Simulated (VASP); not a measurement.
Al, 1 atom in the cell. Symmetry: Fm-3m, No. 225, cubic system. Conventional cell: a = 4.050 Å, b = 4.050 Å, c = 4.050 Å, α = 90.00°, β = 90.00°, γ = 90.00°. Around Al (site symmetry m-3m) lie 12 Al at 2.86 Å. 

| Item | Value |
| --- | --- |
| Program | VASP 6.6.1 |
| Task | core levels |
| Functional | optB86b-vdW |
| Potentials or basis | VASP PAW PBE potentials, release 64 (Al) |
| Cutoff | 520 eV |
| k mesh | 11 × 11 × 11 |
| Occupations | tetrahedron |
| Spin | no spin polarisation |
| Further INCAR settings | ALGO = Fast; EDIFF = 1e-06 |

Potentials or basis: VASP PAW PBE potentials, release 64 (Al).

Run with:

```console
$ cat potpaw_PBE.64/Al/POTCAR > POTCAR
$ mpirun -np 1 vasp_std > vasp.out
```

Hardware: 1 thread of Intel(R) Xeon(R) Platinum 8559C (Emerald Rapids) (shared host).

Estimate the wall time of this run.

It took 24 s on 1 thread of Intel(R) Xeon(R) Platinum 8559C (Emerald Rapids), with other jobs on the host, peak memory 0.25 GiB. Counts: scf iterations 10, k points 56.
